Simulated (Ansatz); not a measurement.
LiF, DFT, LDA, all-electron LAPW, scalar-relativistic (Ansatz 0.2.0), run on 1 thread of Arm Neoverse V1 on a shared host.

The cell comes from COD entry 1010990, which wasn't checked; take it as a given geometry. The listed cell was then made from it by scaling, straining or moving an atom.

Command: `ansatz run input.yaml --threads 1 --pin off --max-ram 3072MiB --backend cpu --events-out ev --progress --plain --runs-dir out`

```yaml
crystal:
  lattice:
    - [-0.02014, 2.00393, 2.00393]
    - [2.00393, -0.02014, 2.00393]
    - [2.00393, 2.00393, -0.02014]
  atoms:
    - { symbol: Li, position: [0.0, 0.0, 0.0] }
    - { symbol: F, position: [0.5, 0.5, 0.5] }
kpoints:
  mp_grid: { grid: [10, 10, 10] }
  band_path:
    path:
      - [0.0, 0.0, 0.0]
      - [0.5, 0.5, 0.5]
      - [0.2525443832, 0.5, 0.7474556168]
      - [-0.2525443832, 0.2525443832, 0.5]
      - [0.0, 0.0, 0.5]
      - [0.0, 0.0, 0.0]
      - [-0.3762721916, 0.0, 0.3762721916]
      - [0.0, 0.3762721916, 0.6237278084]
      - [0.0, 0.5, 0.5]
    npoints: 5
scf:
  occupations: { method: fermi_dirac, width: 0.03 }
hamiltonian:
  xc: lda
  pseudopotentials: { kind: all_electron, lapw: { basis_error: 0.00025 } }
output:
  forces: true
  stress: true
  eigenvalues: true
```

How large is the problem that the program sets up?

116 irreducible k-points, 253 plane waves at Γ, 9 bands.

About how long does it take, and how much memory does it use?

11 s of wall time for 6 SCF iterations, with a peak of 0.33 GiB. Times on shared machines scatter by tens of per cent.
